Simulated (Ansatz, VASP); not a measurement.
## GaN in VASP and in Ansatz

```
Ga N
1.0
     3.13606    0.00000    0.00000
    -1.56803    2.71590    0.00000
     0.00000    0.00000    5.11271
Ga N
2 2
Direct
  0.33333 0.66667 0.99933
  0.66667 0.33333 0.49933
  0.33333 0.66667 0.37567
  0.66667 0.33333 0.87567
```

Alike in both runs: functional LDA; k mesh 8 × 8 × 4; no spin polarisation.

Ansatz relaxed the structure, and its values are those at the end. VASP's run is a single point on that final structure, the one shown.

|  | VASP | Ansatz |
| --- | --- | --- |
| version | VASP 6.6.1 | Ansatz 0.2.0 |
| potentials or method | VASP PAW LDA potentials, release 64 (Ga_d, N), cutoff 520 eV | all-electron LAPW, scalar-relativistic |
| occupations | gaussian, width 0.01 eV | fixed |

|  | VASP | Ansatz | Ansatz less VASP |
| --- | --- | --- | --- |
| gap on the k mesh at the Fermi level (eV) | 2.25 | 2.24 | -0.010 |
| pressure (GPa) | 4.4 | 3.4 | -1.00 |

Ansatz ran all-electron here, so the differences hold the error of VASP's frozen core and of both bases.

As with any semilocal functional, this LDA gap is likely too small.
